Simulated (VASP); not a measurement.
Set up this calculation in VASP 6.6.1, as the native input.

```
Task                   : single point
Functional             : LDA
Potentials or basis    : VASP PAW LDA potentials, release 64 (Sn_d)
Cutoff                 : 520 eV
k mesh                 : 18 × 18 × 18
Occupations            : gaussian, width 0.15 eV
Spin                   : no spin polarisation
Dipole correction      : no
Further INCAR settings : ALGO = Fast; EDIFF = 1e-07; NBANDS = 13
```

The structure of Sn lies in POSCAR:

```
Sn
1.0
   -1.8946518192      1.8946518192      1.9420181147
    1.8946518192     -1.8946518192      1.9420181147
    1.8946518192      1.8946518192     -1.9420181147
Sn
1
Direct
    0.0000000000      0.0000000000      0.0000000000
```

This isn't the form of Sn at room conditions, which is tetragonal (white tin).

The cell isn't the ideal one: strain +0.0250 x Voigt [0, 0, 1, 0, 0, 0], atoms carried along.

The input as run:

INCAR

```
PREC = Accurate
ENCUT = 520
EDIFF = 1E-7
ISMEAR = 0
SIGMA = 0.15
LREAL = F
LASPH = T
NELM = 100
ALGO = Fast
ISIF = 2
LWAVE = F
LCHARG = F
NBANDS = 13
```

KPOINTS

```
regular mesh
0
Gamma
  18 18 18
```

Potentials or basis: VASP PAW LDA potentials, release 64 (Sn_d).

The run is started by

```bash
$ cat potpaw_LDA.64/Sn_d/POTCAR > POTCAR
$ mpirun -np 1 vasp_std > vasp.out
```

Results of the run:

The pressure is -4.2 GPa and the band gap on the k mesh is none (metal or under the smearing width).

Wall time 93 s on 1 thread of Intel(R) Xeon(R) 6975P-C (Granite Rapids), on a shared host, peak memory 0.26 GiB.
